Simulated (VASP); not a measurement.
# W (Fm-3m) in VASP: further runs, part 2 of 2

VASP 6.6.1. The steps go on from the part before.

## Step 5: Single point, PBE

INCAR

```
SYSTEM = W
  ADDGRID = .FALSE.
  ALGO = Normal
  EDIFF = 1E-7
  ENCUT = 350
  GGA = PE
  ISIF = 2
  ISMEAR = 0
  LASPH = .TRUE.
  LCHARG = .FALSE.
  LREAL = .FALSE.
  LWAVE = .FALSE.
  NBANDS = 13
  NELM = 100
  PREC = Accurate
  SIGMA = 0.15
```

KPOINTS

```
k-points
0
G
  15 15 15
  0 0 0
```

POSCAR

```
W
1.0
    0.0000000000      2.0300000000      2.0300000000
    2.0300000000      0.0000000000      2.0300000000
    2.0300000000      2.0300000000      0.0000000000
W
1
Direct
    0.0000000000      0.0000000000      0.0000000000
```

Potentials or basis: VASP PAW PBE potentials, release 64 (W_sv).

Launch:

```bash
cat potpaw_PBE.64/W_sv/POTCAR > POTCAR
mpirun -np 1 vasp_std > vasp.out
```

OUTCAR:

```text
SYSTEM = W
   EDIFF = 1E-7
   ENCUT = 350
   GGA = PE
   ISIF = 2
   ISMEAR = 0
   LASPH = .TRUE.
   LREAL = .FALSE.
   NELM = 100
   PREC = Accurate

 Found    120 irreducible k-points:

 Following reciprocal coordinates:
            Coordinates               Weight
  0.000000  0.000000  0.000000      1.000000
  0.066667  0.000000  0.000000      8.000000
  0.133333  0.000000  0.000000      8.000000
  0.200000  0.000000  0.000000      8.000000
  0.266667  0.000000  0.000000      8.000000
  0.333333  0.000000  0.000000      8.000000
   k-points           NKPTS =    120   k-points in BZ     NKDIM =    120   number of bands    NBANDS=     13
   number of dos      NEDOS =    301   number of ions     NIONS =      1
   total plane-waves  NPLWV =   5832
   dimension x,y,z NGX =    18 NGY =   18 NGZ =   18
   dimension x,y,z NGXF=    36 NGYF=   36 NGZF=   36
   ions per type =               1
   NGX,Y,Z   is equivalent  to a cutoff of  10.42, 10.42, 10.42 a.u.
   NGXF,Y,Z  is equivalent  to a cutoff of  20.85, 20.85, 20.85 a.u.
 SYSTEM =  W
   PREC   = accura    normal or accurate (medium, high low for compatibility)
   ISTART =      0    job   : 0-new  1-cont  2-samecut
   ICHARG =      2    charge: 1-file 2-atom 10-const
   ISPIN  =      1    spin polarized calculation?
   LNONCOLLINEAR =      F non collinear calculations
   LSORBIT =      F    spin-orbit coupling
   LASPH  =      T    aspherical Exc in radial PAW
   ENCUT  =  350.0 eV  25.72 Ry    5.07 a.u.   4.38  4.38  4.38*2*pi/ulx,y,z
   NELM   =    100;   NELMIN=  2; NELMDL= -5     # of ELM steps
   EDIFF  = 0.1E-06   stopping-criterion for ELM
   LREAL  =      F    real-space projection
   EDIFFG = 0.1E-05   stopping-criterion for IOM
   NSW    =      0    number of steps for IOM
   IBRION =     -1    ionic relax: 0-MD 1-quasi-New 2-CG
   NFREE  =      0    steps in history (QN), initial steepest desc. (CG)
   ISIF   =      2    stress and relaxation
   ISYM   =      2    0-nonsym 1-usesym 2-fastsym
   POTIM  = 0.5000    time-step for ionic-motion
   TEBEG  =    0.0;   TEEND  =   0.0 temperature during run
   PSTRESS=    0.0 pullay stress
   NELECT =      14.0000    total number of electrons
   NUPDOWN=      -1.0000    fix difference up-down
   EMIN   =  10.00;   EMAX   =-10.00  energy-range for DOS
   EFERMI =   0.00;   METHOD = LEGACY
   ISMEAR =     0;   SIGMA  =   0.15  broadening in eV -4-tet -1-fermi 0-gaus
   EFERMI_NEDOS =   21; number of points for ismear=-14 and -15
   IALGO  =     38    algorithm
   IMIX   =      4    mixing-type and parameters
     AMIX     =   0.40;   BMIX     =  1.00
     AMIX_MAG =   1.60;   BMIX_MAG =  1.00
  volume/ion in A,a.u.               =      16.73       112.91
  Fermi-wavevector in a.u.,A,eV,Ry     =   1.542688  2.915258 32.380324  2.379887
  Thomas-Fermi vector in A             =   2.648457
   LORBIT       =      0    0 simple, 1 ext, 2 COOP (PROOUT), +10 PAW based schemes
   GGA     = PE    functional components
   LHFCALC =     F    Hartree Fock is set to
   AEXX    =    0.0000 exact exchange contribution
   IVDW    =     0    specifies the selected vdW correction
   LEPSILON=     F    determine dielectric tensor
   LRPA    =     F    only Hartree local field effects (RPA)
 non-spin polarized calculation
 Gauss-broadening in eV      SIGMA  =   0.15
  energy-cutoff  :      350.00
  volume of cell :       16.73
 maximum number of plane-waves:       262
 NGX is ok and might be reduce to    18
   NGX =  9   NGY =  9   NGZ =  9

 number of electron      14.0000004 magnetization

 Free energy of the ion-electron system (eV)
  ---------------------------------------------------
  ext. energy  EPLUGINS =         0.00000000
  ---------------------------------------------------
  free energy    TOTEN  =       -12.47717199 eV

  energy without entropy =      -12.46289802  energy(sigma->0) =      -12.47003501

 E-fermi :  10.2334     XC(G=0): -13.3283

 val. band max:       10.2261478311   @ k =   0.2000   0.1333   0.0667
 cond. band min:      10.2655459689   @ k =   0.2000   0.0667   0.0000
 fundamental gap:      0.0393981378
 Fermi energy:        10.2334224286

 k-point     1 :       0.0000    0.0000    0.0000
  band No.  band energies     occupation
      1     -63.4800      2.00000
      2     -27.1349      2.00000
      3     -27.1349      2.00000
      4     -27.1349      2.00000
      5       1.3341      2.00000
      6       9.6932      2.00000
      7       9.6932      2.00000
      8       9.6932      2.00000
      9      12.7352      0.00000
     10      12.7352      0.00000
     11      22.9858      0.00000
     12      28.1127      0.00000
     13      28.1127      0.00000

 k-point     2 :       0.0667    0.0000    0.0000
  band No.  band energies     occupation
      1     -63.4758      2.00000
      2     -27.1844      2.00000
      3     -27.1413      2.00000
      4     -27.1413      2.00000
      5       1.5248      2.00000
      6       9.5463      2.00000
      7       9.7820      1.99998
      8       9.7820      1.99998
      9      12.6551      0.00000
     10      12.6551      0.00000
     11      23.3681      0.00000
     12      27.2828      0.00000
     13      28.4697      0.00000

 k-point     3 :       0.1333    0.0000    0.0000
  band No.  band energies     occupation
      1     -63.4640      2.00000
      2     -27.3226      2.00000
      3     -27.1592      2.00000
      4     -27.1592      2.00000
      5       2.0678      2.00000
      6       9.1906      2.00000
      7       9.9958      1.97492
      8       9.9958      1.97492
      9      12.5028      0.00000
     10      12.5028      0.00000
     11      24.3098      0.00000
     12      25.9258      0.00000
     13      29.4910      0.00000

 k-point     4 :       0.2000    0.0000    0.0000
  band No.  band energies     occupation
      1     -63.4463      2.00000
      2     -27.5219      2.00000
      3     -27.1855      2.00000
      4     -27.1855      2.00000
      5       2.8663      2.00000
      6       8.8278      2.00000
      7      10.1566      1.53103
      8      10.1566      1.53103
      9      12.5317      0.00000
     10      12.5317      0.00000
     11      24.0614      0.00000
     12      26.1561      0.00000
     13      31.0544      0.00000

 k-point     5 :       0.2667    0.0000    0.0000
  band No.  band energies     occupation
      1     -63.4264      2.00000
      2     -27.7448      2.00000
      3     -27.2154      2.00000
      4     -27.2154      2.00000
      5       3.7245      2.00000
      6       8.7120      2.00000
      7      10.0812      1.84883
      8      10.0812      1.84883
      9      12.9745      0.00000
     10      12.9745      0.00000
     11      22.9108      0.00000
     12      26.8077      0.00000
     13      32.7403      0.00000

 k-point     6 :       0.3333    0.0000    0.0000
  band No.  band energies     occupation
      1     -63.4072      2.00000
      2     -27.9525      2.00000
      3     -27.2439      2.00000
      4     -27.2439      2.00000
      5       4.3616      2.00000
      6       9.0931      2.00000
      7       9.8500      1.99970
      8       9.8500      1.99970
      9      13.7350      0.00000
     10      13.7350      0.00000
     11      21.9030      0.00000
     12      25.5419      0.00000
     13      31.8251      0.00000

 [... further k-points ...]

------------------------ aborting loop because EDIFF is reached ----------------------------------------

  FORCE on cell =-STRESS in cart. coord.  units (eV):
  Direction    XX          YY          ZZ          XY          YZ          ZX
  --------------------------------------------------------------------------------------
  -------------------------------------------------------------------------------------
  Total       -0.4911864     -0.4911864     -0.4911864      0.0000000      0.0000000     -0.0000000
  in kB      -47.0369127    -47.0369127    -47.0369127      0.0000000      0.0000000     -0.0000000
  external PRESSURE =     -47.0369127 kB  Pullay stress =       0.0000000 kB

 VOLUME and BASIS-vectors are now :
 -----------------------------------------------------------------------------
  energy-cutoff  :      350.00
  volume of cell :       16.73
      direct lattice vectors                 reciprocal lattice vectors
     0.000000000  2.030000000  2.030000000    -0.246305419  0.246305419  0.246305419
     2.030000000  0.000000000  2.030000000     0.246305419 -0.246305419  0.246305419
     2.030000000  2.030000000  0.000000000     0.246305419  0.246305419 -0.246305419

 POSITION                                       TOTAL-FORCE (eV/Angst)
 -----------------------------------------------------------------------------------
      0.00000      0.00000      0.00000        -0.000000     -0.000000      0.000000
 -----------------------------------------------------------------------------------
    total drift:                                0.000000      0.000000      0.000000

  FREE ENERGIE OF THE ION-ELECTRON SYSTEM (eV)
  ---------------------------------------------------
  free  energy   TOTEN  =       -12.4771719945 eV

  energy  without entropy=      -12.4628980167  energy(sigma->0) =      -12.47003501
```

OSZICAR:

```text
N       E                     dE             d eps       ncg     rms          rms(c)
DAV:   1     0.667004038288E+02    0.66700E+02   -0.59527E+03  3175   0.946E+02
DAV:   2    -0.119064098629E+02   -0.78607E+02   -0.75596E+02  3465   0.260E+02
DAV:   3    -0.131077976540E+02   -0.12014E+01   -0.11957E+01  3490   0.329E+01
DAV:   4    -0.131125852964E+02   -0.47876E-02   -0.47875E-02  3445   0.227E+00
DAV:   5    -0.131126277176E+02   -0.42421E-04   -0.42421E-04  3555   0.195E-01    0.183E+01
DAV:   6    -0.126042166516E+02    0.50841E+00   -0.44704E-01  3305   0.874E+00    0.700E+00
DAV:   7    -0.124814887246E+02    0.12273E+00   -0.20631E-01  3485   0.560E+00    0.578E-01
DAV:   8    -0.124771736760E+02    0.43150E-02   -0.38994E-03  3150   0.770E-01    0.692E-02
DAV:   9    -0.124771724243E+02    0.12517E-05   -0.70018E-05  3730   0.908E-02    0.433E-02
DAV:  10    -0.124771714044E+02    0.10199E-05   -0.80926E-06  3345   0.372E-02    0.843E-03
DAV:  11    -0.124771721422E+02   -0.73781E-06   -0.11609E-07  2415   0.367E-03    0.466E-04
DAV:  12    -0.124771720039E+02    0.13834E-06   -0.84201E-09  1780   0.103E-03    0.114E-04
DAV:  13    -0.124771719945E+02    0.93878E-08   -0.65451E-10  1660   0.318E-04
   1 F= -.12477172E+02 E0= -.12470035E+02  d E =-.142740E-01
```

stdout:

```text
POSCAR found type information on POSCAR W
 POSCAR found :  1 types and       1 ions
 scaLAPACK will be used
 LDA part: xc-table for (Slater+PW92), standard interpolation
 POSCAR, INCAR and KPOINTS ok, starting setup
 FFT: planning ... GRIDC
 FFT: planning ... GRID_SOFT
 FFT: planning ... GRID
 WAVECAR not read
 entering main loop
```

Run time: 11 s. Hardware: 1 thread of Intel Xeon Platinum 8488C (Sapphire Rapids), shared host; peak memory 0.12 GiB.

These settings aren't checked as converged: the numbers below hold their error.

Results:

| Property | Result |
| --- | --- |
| Free energy | -12.4772 eV |
| Pressure | -4.7 GPa |
| Band gap on the k mesh | none (metal or under the smearing width) |

## Step 6: For comparison

An earlier run on the cell as given: functional PBEsol; potentials or basis VASP PAW PBE potentials, release 64 (W_sv); cutoff 520 eV; k mesh 11 × 11 × 11; occupations fermi-dirac, width 0.05 eV; no spin polarisation.

* Pressure: -12.3 GPa
* Band gap on the k mesh: none (metal or under the smearing width)
